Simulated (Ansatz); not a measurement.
Input and command of a plane-wave DFT calculation in Ansatz:

```yaml
crystal:
  lattice:
    - [7.4610487818, 0.0, 0.0]
    - [-2.4870162606, 7.0343442512, 0.0]
    - [0.0, 0.0, 25.0919208205]
  atoms:
    - { symbol: Ca, position: [0.25, 0.25, 0.3387544565] }
    - { symbol: Ca, position: [0.25, 0.75, 0.3387544565] }
    - { symbol: Ca, position: [0.75, 0.25, 0.3387544565] }
    - { symbol: Ca, position: [0.75, 0.75, 0.3387544565] }
    - { symbol: Ca, position: [0.5, 0.5, 0.4552511504] }
    - { symbol: Ca, position: [0.5, 0.0, 0.4552511504] }
    - { symbol: Ca, position: [0.0, 0.5, 0.4552511504] }
    - { symbol: Ca, position: [0.0, 0.0, 0.4552511504] }
    - { symbol: Ca, position: [0.75, 0.75, 0.5718910669] }
    - { symbol: Ca, position: [0.75, 0.25, 0.5718910669] }
    - { symbol: Ca, position: [0.25, 0.75, 0.5718910669] }
    - { symbol: Ca, position: [0.25, 0.25, 0.5718910669] }
    - { symbol: O, position: [1.0097002943, 0.7549755882, 0.636453681] }
basis:
  ecutwfc: 420
kpoints:
  mp_grid: { grid: [4, 4, 1] }
hamiltonian:
  xc: pbe
  dispersion: d3bj
scf:
  occupations: { method: gaussian, width: 0.1 }
output:
  forces: true
  eigenvalues: true
  write_density: true
  write_potential: true
  elf: true
  volumetric_format: npy
relax:
  adjacent_minimum: "off"
  f_tol: 0.02
  max_steps: 70
  constraints: [{ sites: [0, 1, 2, 3] }]
efield:
  axis: 3
  dipole_correction: true
  ramp_width: 0.04
```

```bash
ansatz run input.yaml --threads 4 --pin off --max-ram 10240MiB --backend cpu --events-out ev --progress --plain --runs-dir out
```

Processor: AMD EPYC 7R43 64-Core Processor (Zen 3), 4 threads, on a host shared with other jobs.

**Question.** How long does it run, and how much memory does it take?

**Answer.** About 10 min on 4 threads of AMD EPYC 7R43 64-Core Processor (Zen 3), on a shared host, peak memory 2.5 GiB. It solves 76 bands at 10 k points (the mesh reduced by the symmetry that the task leaves, which can be less than the crystal's) with about 25793 plane waves, in 158 SCF iterations over 24 ionic steps.
